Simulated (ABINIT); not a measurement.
Crystal: ZrB2.

```
Zr B
1.0
     3.17000    0.00000    0.00000
    -1.58500    2.74530    0.00000
     0.00000    0.00000    3.53300
Zr B
1 2
Cartesian
  0.0000 0.0000 0.0000
  1.5850 0.9151 1.7665
  0.0000 1.8302 1.7665
```

Base run:

| Quantity | Value |
| --- | --- |
| Program | ABINIT 10.8.3 (patched build) |
| Functional | LDA |
| Potentials or basis | JTH PAW PBE v2.0 |
| Cutoff | 544 eV |
| k mesh | 10 × 10 × 8 |
| Occupations | fermi-dirac, width 0.05 eV |
| Spin | no spin polarisation |

Its results: band gap on the k mesh none (metal or under the smearing width); pressure -8.7 GPa.

The run is repeated on the same cell with these changes: functional from LDA to WC. What comes out?

Band gap on the k mesh none (metal or under the smearing width); pressure -3.6 GPa.

WC binds less tightly than LDA, so the same cell stands under more pressure.

Caveats: the PAW data sets were made with another functional, which shifts forces and pressure a little.
